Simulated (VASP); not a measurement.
# Ag (Fm-3m) in VASP: settings compared

The runs below take Ag through relaxation of cell and atoms, single point, with optB88-vdW, BEEF-vdW, PBE, HSE03.

Everything below comes from runs of VASP 6.6.1. Logs are shortened: lines on timing, memory, paths and dates and some standing lists are left out, and cuts for length are marked.

## 1. The crystal as given

It takes space group Fm-3m (No. 225, cubic). The conventional cell has a = 4.085 Å, b = 4.085 Å, c = 4.085 Å, α = 90.00°, β = 90.00°, γ = 90.00°. Ag (site symmetry m-3m) has 12 Ag at 2.89 Å as nearest neighbours.

## 2. Relaxation of cell and atoms, optB88-vdW

INCAR

```
AGGAC = 0.0
ALGO = Normal
EDIFF = 1E-6
EDIFFG = -0.02
ENCUT = 600
GGA = BO
IBRION = 2
ISIF = 3
ISMEAR = -1
LASPH = T
LCHARG = F
LREAL = F
LUSE_VDW = T
LWAVE = F
NELM = 60
NSW = 60
PARAM1 = 0.1833333333
PARAM2 = 0.22
PREC = Accurate
SIGMA = 0.05
```

KPOINTS

```
k-points
0
Gamma
  11 11 11
```

POSCAR

```
Ag
1.0
    0.0000000000      2.0427500000      2.0427500000
    2.0427500000      0.0000000000      2.0427500000
    2.0427500000      2.0427500000      0.0000000000
Ag
1
Direct
    0.0000000000      0.0000000000      0.0000000000
```

Potentials or basis: VASP PAW PBE potentials, release 64 (Ag).

The run is started by

```bash
$ cat potpaw_PBE.64/Ag/POTCAR > POTCAR
$ mpirun -np 1 vasp_std > vasp.out
```

OUTCAR:

```text
EDIFF = 1E-6
   EDIFFG = -0.02
   ENCUT = 600
   GGA = BO
   IBRION = 2
   ISIF = 3
   ISMEAR = -1
   LASPH = T
   LREAL = F
   NELM = 60
   NSW = 60
   PREC = Accurate

 ion  position               nearest neighbor table
   1  0.000  0.000  0.000-

  LATTYP: Found a face centered cubic cell.
 ALAT       =     4.0855000000

  Lattice vectors:

 A1 = (   0.0000000000,   2.0427500000,   2.0427500000)
 A2 = (   2.0427500000,   0.0000000000,   2.0427500000)
 A3 = (   2.0427500000,   2.0427500000,   0.0000000000)

Analysis of symmetry for initial positions (statically):
=====================================================================
 Subroutine PRICEL returns:
 Original cell was already a primitive cell.

 Routine SETGRP: Setting up the symmetry group for a
 face centered cubic supercell.

 Subroutine GETGRP returns: Found 48 space group operations
 (whereof 48 operations were pure point group operations)
 out of a pool of 48 trial point group operations.

The static configuration has the point symmetry O_h .

Analysis of symmetry for dynamics (positions and initial velocities):
=====================================================================
 Subroutine PRICEL returns:
 Original cell was already a primitive cell.

 Routine SETGRP: Setting up the symmetry group for a
 face centered cubic supercell.

 Subroutine GETGRP returns: Found 48 space group operations
 (whereof 48 operations were pure point group operations)
 out of a pool of 48 trial point group operations.

The dynamic configuration has the point symmetry O_h .

 Subroutine INISYM returns: Found 48 space group operations
 (whereof 48 operations are pure point group operations),
 and found     1 'primitive' translations

----------------------------------------------------------------------------------------

                                     Primitive cell

  volume of cell :      17.0481

  direct lattice vectors                    reciprocal lattice vectors
     0.000000000  2.042750000  2.042750000    -0.244768082  0.244768082  0.244768082
     2.042750000  0.000000000  2.042750000     0.244768082 -0.244768082  0.244768082
     2.042750000  2.042750000  0.000000000     0.244768082  0.244768082 -0.244768082

  length of vectors
[... 93 lines left out ...]
   EMIN   =  10.00;   EMAX   =-10.00  energy-range for DOS
   EFERMI =   0.00;   METHOD = LEGACY
   ISMEAR =    -1;   SIGMA  =   0.05  broadening in eV -4-tet -1-fermi 0-gaus
   EFERMI_NEDOS =   21; number of points for ismear=-14 and -15
   IALGO  =     38    algorithm
   IMIX   =      4    mixing-type and parameters
     AMIX     =   0.40;   BMIX     =  1.00
     AMIX_MAG =   1.60;   BMIX_MAG =  1.00
  volume/ion in A,a.u.               =      17.05       115.05
  Fermi-wavevector in a.u.,A,eV,Ry     =   1.414644  2.673290 27.228221  2.001218
  Thomas-Fermi vector in A             =   2.536165
   LORBIT       =      0    0 simple, 1 ext, 2 COOP (PROOUT), +10 PAW based schemes
   GGA     = BO    functional components
   LHFCALC =     F    Hartree Fock is set to
   AEXX    =    0.0000 exact exchange contribution
   IVDW_NL    =     1    kernel type
   BPARAM     = 6.3000
   IVDW    =     0    specifies the selected vdW correction
   LEPSILON=     F    determine dielectric tensor
   LRPA    =     F    only Hartree local field effects (RPA)
 conjugate gradient relaxation of ions
 non-spin polarized calculation
  energy-cutoff  :      600.00
  volume of cell :       17.05
 maximum number of plane-waves:       578
   NGX = 11   NGY = 11   NGZ = 11

--------------------------------------- Ionic step        1  -------------------------------------------

 number of electron      10.9999999 magnetization

 Free energy of the ion-electron system (eV)
  ---------------------------------------------------
  ext. energy  EPLUGINS =         0.00000000
  ---------------------------------------------------
  free energy    TOTEN  =         0.35570152 eV

  energy without entropy =        0.35911274  energy(sigma->0) =        0.35740713

------------------------ aborting loop because EDIFF is reached ----------------------------------------

  FORCE on cell =-STRESS in cart. coord.  units (eV):
  Direction    XX          YY          ZZ          XY          YZ          ZX
  --------------------------------------------------------------------------------------
  -------------------------------------------------------------------------------------
  Total        0.3315614      0.3315614      0.3315614      0.0000000      0.0000000     -0.0000000
  in kB       31.1601004     31.1601004     31.1601004      0.0000000      0.0000000     -0.0000000
  external PRESSURE =      31.1601004 kB  Pullay stress =       0.0000000 kB
[... 61 lines left out ...]
--------------------------------------- Ionic step        3  -------------------------------------------

 number of electron      10.9999999 magnetization

 Free energy of the ion-electron system (eV)
  ---------------------------------------------------
  ext. energy  EPLUGINS =         0.00000000
  ---------------------------------------------------
  free energy    TOTEN  =         0.35087513 eV

  energy without entropy =        0.35470382  energy(sigma->0) =        0.35278947

 E-fermi :   8.1884     XC(G=0): -12.0904

 val. band max:        7.8168541979   @ k =   0.4545   0.2727   0.0000
 cond. band min:       8.2091082803   @ k =  -0.2727   0.2727   0.0000
 fundamental gap:      0.3922540824
 Fermi energy:         8.1884184786

 k-point     1 :       0.0000    0.0000    0.0000
  band No.  band energies     occupation
      1       0.3631      2.00000
      2       3.1428      2.00000
      3       3.1428      2.00000
      4       3.1428      2.00000
      5       4.1180      2.00000
      6       4.1180      2.00000
      7      24.0745      0.00000
      8      27.2605      0.00000
      9      27.2605      0.00000
[... 265 lines left out ...]
 k-point    24 :      -0.1818    0.1818    0.0000
  band No.  band energies     occupation
      1       2.3241      2.00000
      2       2.7785      2.00000
      3       3.3658      2.00000
      4       3.7264      2.00000
      5       3.7549      2.00000
      6       5.2460      2.00000
      7      19.6090      0.00000
      8      20.0368      0.00000
      9      26.4281      0.00000

 [... further k-points ...]

------------------------ aborting loop because EDIFF is reached ----------------------------------------

  FORCE on cell =-STRESS in cart. coord.  units (eV):
  Direction    XX          YY          ZZ          XY          YZ          ZX
  --------------------------------------------------------------------------------------
  -------------------------------------------------------------------------------------
  Total       -0.0142839     -0.0142839     -0.0142839     -0.0000000     -0.0000000      0.0000000
  in kB       -1.3030931     -1.3030931     -1.3030931     -0.0000000     -0.0000000      0.0000000
  external PRESSURE =      -1.3030931 kB  Pullay stress =       0.0000000 kB
[... 20 lines left out ...]
  energy  without entropy=        0.3547038211  energy(sigma->0) =        0.35278947

Total vdW correction in eV:      2.2376538

 reached required accuracy - stopping structural energy minimisation
```

Wall time 30 s (1 thread of AMD EPYC 9R45 (Zen 5), shared host); peak memory 0.25 GiB.

What came out:

* Free energy: 0.3509 eV
* Relaxed volume: 17.56 Å³/atom
* Relaxed cell: a = 2.918 Å, b = 2.918 Å, c = 2.918 Å, α = 60.00°, β = 60.00°, γ = 60.00°
* Space group after relaxing (to 0.05 Å): Fm-3m (No. 225)
* Energy gained by relaxing: 4.8 meV/atom
* Ionic steps: 3
* Pressure after relaxing: -0.1 GPa
* Band gap on the k mesh: none (metal or under the smearing width)

Step by step:
| step | energy change (eV) | largest force (eV/Å) | pressure (GPa) | volume (Å³) |
| --- | --- | --- | --- | --- |
| 1 | 0.0000 | 0.0000 | 3.12 | 17.05 |
| 2 | -0.0032 | 0.0000 | -1.62 | 17.88 |
| 3 | -0.0048 | 0.0000 | -0.13 | 17.56 |

Final structure:
```
CELL_PARAMETERS angstrom
0.00000 2.06309 2.06309
2.06309 0.00000 2.06309
2.06309 2.06309 0.00000
ATOMIC_POSITIONS crystal
Ag 0.00000 0.00000 0.00000
```

Caveat: the PAW data sets were made with another functional, which shifts forces and pressure a little. Zero-point motion and thermal expansion aren't in these numbers.

## 3. Relaxation of cell and atoms, BEEF-vdW

INCAR

```
  ALGO = Fast
  EDIFF = 1E-7
  EDIFFG = -0.01
  ENCUT = 600
  GGA = BF
  IBRION = 2
  ISIF = 3
  ISMEAR = -1
  LASPH = True
  LCHARG = False
  LREAL = False
  LUSE_VDW = True
  LWAVE = False
  NELM = 80
  NSW = 40
  PREC = Accurate
  SIGMA = 0.05
  ZAB_VDW = -1.8867
```

KPOINTS is that of step 2.

POSCAR is that of step 2.

Potentials or basis: VASP PAW PBE potentials, release 64 (Ag).

The run is started by

```bash
$ cat potpaw_PBE.64/Ag/POTCAR > POTCAR
$ mpirun -np 1 vasp_std > vasp.out
```

OUTCAR:

```text
EDIFF = 1E-7
   EDIFFG = -0.01
   ENCUT = 600
   GGA = BF
   IBRION = 2
   ISIF = 3
   ISMEAR = -1
   LASPH = True
   LREAL = False
   NELM = 80
   NSW = 40
   PREC = Accurate

 ion  position               nearest neighbor table
   1  0.000  0.000  0.000-

  LATTYP: Found a face centered cubic cell.
 ALAT       =     4.0855000000

  Lattice vectors:

 A1 = (   0.0000000000,   2.0427500000,   2.0427500000)
 A2 = (   2.0427500000,   0.0000000000,   2.0427500000)
 A3 = (   2.0427500000,   2.0427500000,   0.0000000000)

Analysis of symmetry for initial positions (statically):
=====================================================================
 Subroutine PRICEL returns:
 Original cell was already a primitive cell.

 Routine SETGRP: Setting up the symmetry group for a
 face centered cubic supercell.

 Subroutine GETGRP returns: Found 48 space group operations
 (whereof 48 operations were pure point group operations)
 out of a pool of 48 trial point group operations.

The static configuration has the point symmetry O_h .

Analysis of symmetry for dynamics (positions and initial velocities):
=====================================================================
 Subroutine PRICEL returns:
 Original cell was already a primitive cell.

 Routine SETGRP: Setting up the symmetry group for a
 face centered cubic supercell.

 Subroutine GETGRP returns: Found 48 space group operations
 (whereof 48 operations were pure point group operations)
 out of a pool of 48 trial point group operations.

The dynamic configuration has the point symmetry O_h .

 Subroutine INISYM returns: Found 48 space group operations
 (whereof 48 operations are pure point group operations),
 and found     1 'primitive' translations

----------------------------------------------------------------------------------------

                                     Primitive cell

  volume of cell :      17.0481

  direct lattice vectors                    reciprocal lattice vectors
     0.000000000  2.042750000  2.042750000    -0.244768082  0.244768082  0.244768082
     2.042750000  0.000000000  2.042750000     0.244768082 -0.244768082  0.244768082
     2.042750000  2.042750000  0.000000000     0.244768082  0.244768082 -0.244768082

  length of vectors
     2.888884755  2.888884755  2.888884755     0.423950755  0.423950755  0.423950755

  position of ions in fractional coordinates (direct lattice)
     0.000000000  0.000000000  0.000000000

  ion indices of the primitive-cell ions
   primitive index   ion index
                 1           1

----------------------------------------------------------------------------------------

 KPOINTS: k-points

Automatic generation of k-mesh.
 Grid dimensions read from file:
 generate k-points for:   11   11   11

 Generating k-lattice:

  Cartesian coordinates                     Fractional coordinates (reciprocal lattice)
    -0.022251644  0.022251644  0.022251644     0.090909091  0.000000000  0.000000000
     0.022251644 -0.022251644  0.022251644     0.000000000  0.090909091  0.000000000
     0.022251644  0.022251644 -0.022251644     0.000000000  0.000000000  0.090909091

  Length of vectors
[... 43 lines left out ...]
   NGX,Y,Z   is equivalent  to a cutoff of  13.81, 13.81, 13.81 a.u.
   NGXF,Y,Z  is equivalent  to a cutoff of  27.62, 27.62, 27.62 a.u.
 SYSTEM =  unknown system
   PREC   = accura    normal or accurate (medium, high low for compatibility)
   ISTART =      0    job   : 0-new  1-cont  2-samecut
   ICHARG =      2    charge: 1-file 2-atom 10-const
   ISPIN  =      1    spin polarized calculation?
   LNONCOLLINEAR =      F non collinear calculations
   LSORBIT =      F    spin-orbit coupling
   LASPH  =      T    aspherical Exc in radial PAW
   ENCUT  =  600.0 eV  44.10 Ry    6.64 a.u.   5.77  5.77  5.77*2*pi/ulx,y,z
   NELM   =     80;   NELMIN=  2; NELMDL= -5     # of ELM steps
   EDIFF  = 0.1E-06   stopping-criterion for ELM
   LREAL  =      F    real-space projection
   EDIFFG = -.1E-01   stopping-criterion for IOM
   NSW    =     40    number of steps for IOM
   IBRION =      2    ionic relax: 0-MD 1-quasi-New 2-CG
   NFREE  =      1    steps in history (QN), initial steepest desc. (CG)
   ISIF   =      3    stress and relaxation
   ISYM   =      2    0-nonsym 1-usesym 2-fastsym
   POTIM  = 0.5000    time-step for ionic-motion
   TEBEG  =    0.0;   TEEND  =   0.0 temperature during run
   PSTRESS=    0.0 pullay stress
   NELECT =      11.0000    total number of electrons
   NUPDOWN=      -1.0000    fix difference up-down
   EMIN   =  10.00;   EMAX   =-10.00  energy-range for DOS
   EFERMI =   0.00;   METHOD = LEGACY
   ISMEAR =    -1;   SIGMA  =   0.05  broadening in eV -4-tet -1-fermi 0-gaus
   EFERMI_NEDOS =   21; number of points for ismear=-14 and -15
   IALGO  =     68    algorithm
   IMIX   =      4    mixing-type and parameters
     AMIX     =   0.40;   BMIX     =  1.00
     AMIX_MAG =   1.60;   BMIX_MAG =  1.00
  volume/ion in A,a.u.               =      17.05       115.05
  Fermi-wavevector in a.u.,A,eV,Ry     =   1.414644  2.673290 27.228221  2.001218
  Thomas-Fermi vector in A             =   2.536165
   LORBIT       =      0    0 simple, 1 ext, 2 COOP (PROOUT), +10 PAW based schemes
   GGA     = BF    functional components
   LHFCALC =     F    Hartree Fock is set to
   AEXX    =    0.0000 exact exchange contribution
   IVDW_NL    =     1    kernel type
   BPARAM     = 6.3000
   IVDW    =     0    specifies the selected vdW correction
   LEPSILON=     F    determine dielectric tensor
   LRPA    =     F    only Hartree local field effects (RPA)
 conjugate gradient relaxation of ions
 non-spin polarized calculation
 RMM-DIIS sequential band-by-band and
  energy-cutoff  :      600.00
  volume of cell :       17.05
 maximum number of plane-waves:       578
   NGX = 11   NGY = 11   NGZ = 11

--------------------------------------- Ionic step        1  -------------------------------------------

 number of electron      10.9999999 magnetization

 Free energy of the ion-electron system (eV)
  ---------------------------------------------------
  ext. energy  EPLUGINS =         0.00000000
  ---------------------------------------------------
  free energy    TOTEN  =         0.58737723 eV

  energy without entropy =        0.59075322  energy(sigma->0) =        0.58906522

------------------------ aborting loop because EDIFF is reached ----------------------------------------

  FORCE on cell =-STRESS in cart. coord.  units (eV):
  Direction    XX          YY          ZZ          XY          YZ          ZX
  --------------------------------------------------------------------------------------
  -------------------------------------------------------------------------------------
  Total        0.8643107      0.8643107      0.8643107     -0.0000000     -0.0000000     -0.0000000
  in kB       81.2278234     81.2278234     81.2278234     -0.0000000     -0.0000000     -0.0000000
  external PRESSURE =      81.2278234 kB  Pullay stress =       0.0000000 kB
[... 61 lines left out ...]
--------------------------------------- Ionic step        3  -------------------------------------------

 number of electron      11.0000002 magnetization

 Free energy of the ion-electron system (eV)
  ---------------------------------------------------
  ext. energy  EPLUGINS =         0.00000000
  ---------------------------------------------------
  free energy    TOTEN  =         0.55230640 eV

  energy without entropy =        0.55620379  energy(sigma->0) =        0.55425510

 E-fermi :   7.4519     XC(G=0): -11.8031

 val. band max:        7.3964213932   @ k =  -0.2727   0.2727   0.0000
 cond. band min:       7.5223848857   @ k =  -0.3636   0.1818   0.0000
 fundamental gap:      0.1259634924
 Fermi energy:         7.4518984067

 k-point     1 :       0.0000    0.0000    0.0000
  band No.  band energies     occupation
      1       0.0847      2.00000
      2       2.4733      2.00000
      3       2.4733      2.00000
      4       2.4733      2.00000
      5       3.3302      2.00000
      6       3.3302      2.00000
      7      23.0927      0.00000
      8      26.0999      0.00000
      9      26.0999      0.00000
[... 265 lines left out ...]
 k-point    24 :      -0.1818    0.1818    0.0000
  band No.  band energies     occupation
      1       1.8772      2.00000
      2       2.1578      2.00000
      3       2.6976      2.00000
      4       2.9910      2.00000
      5       3.0143      2.00000
      6       4.4394      2.00000
      7      18.4868      0.00000
      8      18.8327      0.00000
      9      25.2305      0.00000

 [... further k-points ...]

------------------------ aborting loop because EDIFF is reached ----------------------------------------

  FORCE on cell =-STRESS in cart. coord.  units (eV):
  Direction    XX          YY          ZZ          XY          YZ          ZX
  --------------------------------------------------------------------------------------
  -------------------------------------------------------------------------------------
  Total        0.0059390      0.0059390      0.0059390     -0.0000000     -0.0000000      0.0000000
  in kB        0.5125963      0.5125963      0.5125963     -0.0000000     -0.0000000      0.0000000
  external PRESSURE =       0.5125963 kB  Pullay stress =       0.0000000 kB
[... 20 lines left out ...]
  energy  without entropy=        0.5562037882  energy(sigma->0) =        0.55425510

Total vdW correction in eV:      2.1638037

 reached required accuracy - stopping structural energy minimisation
```

OSZICAR:

```text
N       E                     dE             d eps       ncg     rms          rms(c)
DAV:   1     0.549301985320E+02    0.54930E+02   -0.62140E+03  1016   0.124E+03
DAV:   2     0.922650819282E+00   -0.54008E+02   -0.51575E+02  1037   0.228E+02
DAV:   3     0.515066376877E+00   -0.40758E+00   -0.40739E+00  1187   0.241E+01
[... 31 lines left out ...]
RMM:   8     0.552307145045E+00    0.73464E-05   -0.25428E-05  1008   0.544E-02    0.150E-02
RMM:   9     0.552307078246E+00   -0.66799E-07   -0.19568E-06  1007   0.149E-02    0.700E-03
RMM:  10     0.552306772438E+00   -0.30581E-06   -0.38635E-07   778   0.626E-03    0.376E-03
RMM:  11     0.552306501157E+00   -0.27128E-06   -0.13892E-07   622   0.425E-03    0.163E-03
RMM:  12     0.552306402781E+00   -0.98376E-07   -0.20730E-08   567   0.157E-03
   3 F= 0.55230640E+00 E0= 0.55425510E+00  d E =-.350708E-01
```

It took 45 s on 1 thread of AMD EPYC 9R45 (Zen 5), shared host; peak memory 0.25 GiB.

What came out:

```
Free energy                            : 0.5523 eV
Relaxed volume                         : 18.56 Å³/atom
Relaxed cell                           : a = 2.972 Å, b = 2.972 Å, c = 2.972 Å, α = 60.00°, β = 60.00°, γ = 60.00°
Space group after relaxing (to 0.05 Å) : Fm-3m (No. 225)
Energy gained by relaxing              : 35.1 meV/atom
Ionic steps                            : 3
Pressure after relaxing                : 0.1 GPa
Band gap on the k mesh                 : none (metal or under the smearing width)
```

Step by step:
```csv
step,energy change (eV),largest force (eV/Å),pressure (GPa),volume (Å³)
1,0.0000,0.0000,8.12,17.05
2,-0.0294,0.0000,-2.56,19.27
3,-0.0351,0.0000,0.05,18.56
```

Final structure:
```cif
data_structure
_symmetry_space_group_name_H-M 'P 1'
_symmetry_Int_Tables_number 1
_cell_length_a 2.9720
_cell_length_b 2.9720
_cell_length_c 2.9720
_cell_angle_alpha 60.000
_cell_angle_beta 60.000
_cell_angle_gamma 60.000
_cell_volume 18.56
loop_
_atom_site_label
_atom_site_type_symbol
_atom_site_fract_x
_atom_site_fract_y
_atom_site_fract_z
_atom_site_occupancy
Ag1 Ag 0.00000 0.00000 0.00000 1
```

Caveat: the PAW data sets were made with another functional, which shifts forces and pressure a little. Zero-point motion and thermal expansion aren't in these numbers.

(Continued in part 2 of 2.)
